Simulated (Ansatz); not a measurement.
**TiCo3: convergence and cost**

This session on TiCo3 sets out to sweep the fraction of exact exchange in HSE06.

Computed with Ansatz 0.2.0 (DFT PBEsol, scalar-relativistic, plane waves, PAW for the base; runs at other levels say so in their headings and inputs, unless a step's input says otherwise).

1 further run of the same task is left out (set aside as unsound or not needed).

## 1. The system as given

It takes space group Pm-3m (No. 221, cubic). Conventional cell: a = 3.614 Å, b = 3.614 Å, c = 3.614 Å, α = 90.00°, β = 90.00°, γ = 90.00°. Around Ti (site symmetry m-3m) lie 12 Co at 2.56 Å. Around Co (site symmetry 4/mmm) lie 4 Ti at 2.56 Å and 8 Co at 2.56 Å.

As a file:

```xyz
4
Lattice="3.6140 0.0000 0.0000 0.0000 3.6140 0.0000 0.0000 0.0000 3.6140" Properties=species:S:1:pos:R:3 pbc="T T T"
Ti    0.0000    0.0000    0.0000
Co    0.0000    1.8070    1.8070
Co    1.8070    0.0000    1.8070
Co    1.8070    1.8070    0.0000
```

Source of the structure: the Crystallography Open Database. It is taken as it stands there.

## 2. The base input

Input file input.yaml:

```yaml
crystal:
  lattice:
    - [3.614, 0.0, 0.0]
    - [0.0, 3.614, 0.0]
    - [0.0, 0.0, 3.614]
  atoms:
    - { symbol: Ti, position: [0.0, 0.0, 0.0], spin: -0.41 }
    - { symbol: Co, position: [0.0, 0.5, 0.5], spin: 1.22 }
    - { symbol: Co, position: [0.5, 0.0, 0.5], spin: 1.22 }
    - { symbol: Co, position: [0.5, 0.5, 0.0], spin: 1.22 }
basis:
  ecutwfc: 420
kpoints:
  mp_grid: { grid: [12, 12, 12] }
hamiltonian:
  xc: pbesol
scf:
  occupations: { method: gaussian, width: 0.1 }
output:
  forces: true
  stress: true
  eigenvalues: true
  populations: true
magnetization:
  spin_polarized: true
```

Its results, from an earlier run: -4438.4827 eV/atom at zero smearing, pressure -10.27 GPa, largest force 0.000 eV/Å, no gap on the mesh, site moments Ti -0.38, Co +1.10 (×3) μB, in 14 SCF cycles and 19 s.

## 3. Fraction of exact exchange in HSE06 set to 0.05

Input file input.yaml:

```yaml
crystal:
  lattice:
    - [3.614, 0.0, 0.0]
    - [0.0, 3.614, 0.0]
    - [0.0, 0.0, 3.614]
  atoms:
    - { symbol: Ti, position: [0.0, 0.0, 0.0], spin: -0.42 }
    - { symbol: Co, position: [0.0, 0.5, 0.5], spin: 1.21 }
    - { symbol: Co, position: [0.5, 0.0, 0.5], spin: 1.21 }
    - { symbol: Co, position: [0.5, 0.5, 0.0], spin: 1.21 }
basis:
  ecutwfc: 420
kpoints:
  mp_grid: { grid: [6, 6, 6] }
hamiltonian:
  xc: { preset: hse06, exx: 0.05 }
scf:
  occupations: { method: gaussian, width: 0.1 }
output:
  forces: true
  stress: true
  eigenvalues: true
  populations: true
magnetization:
  spin_polarized: true
```

Command:

```console
> ansatz run input.yaml --threads 1 --pin off --max-ram 2560MiB --backend cpu --events-out ev --progress --plain --runs-dir out
```

## 4. Fraction of exact exchange in HSE06: 0.15

input.yaml: that of step 3 with these lines changed.

```diff
@@ -15,3 +15,3 @@
 hamiltonian:
-  xc: { preset: hse06, exx: 0.05 }
+  xc: { preset: hse06, exx: 0.15 }
 scf:
```

## 5. Fraction of exact exchange in HSE06: 0.25

input.yaml: that of step 4 with these lines changed.

```diff
@@ -15,3 +15,3 @@
 hamiltonian:
-  xc: { preset: hse06, exx: 0.15 }
+  xc: { preset: hse06, exx: 0.25 }
 scf:
```

## 6. Fraction of exact exchange in HSE06: 0.5

input.yaml: that of step 5 with these lines changed.

```diff
@@ -15,3 +15,3 @@
 hamiltonian:
-  xc: { preset: hse06, exx: 0.25 }
+  xc: { preset: hse06, exx: 0.5 }
 scf:
```

(Steps that only read results are left out.)

Q: Predict the outcome of the series: the values and the trend.

As calculated:

```
                                                   quantity                                              value
gap on the mesh (eV) by fraction of exact exchange in HSE06  0.05: metal; 0.15: metal; 0.25: metal; 0.5: metal
```

No run finds a gap on its mesh. The largest site moment goes from 1.22 μB (0.05) to 1.66 μB (0.5). The listed cell is far from this method's equilibrium (-10.3 GPa, forces up to 0.00 eV/Å), so its values are not those of the relaxed crystal. Other magnetic orders or occupations could lie lower; they were not searched in full.
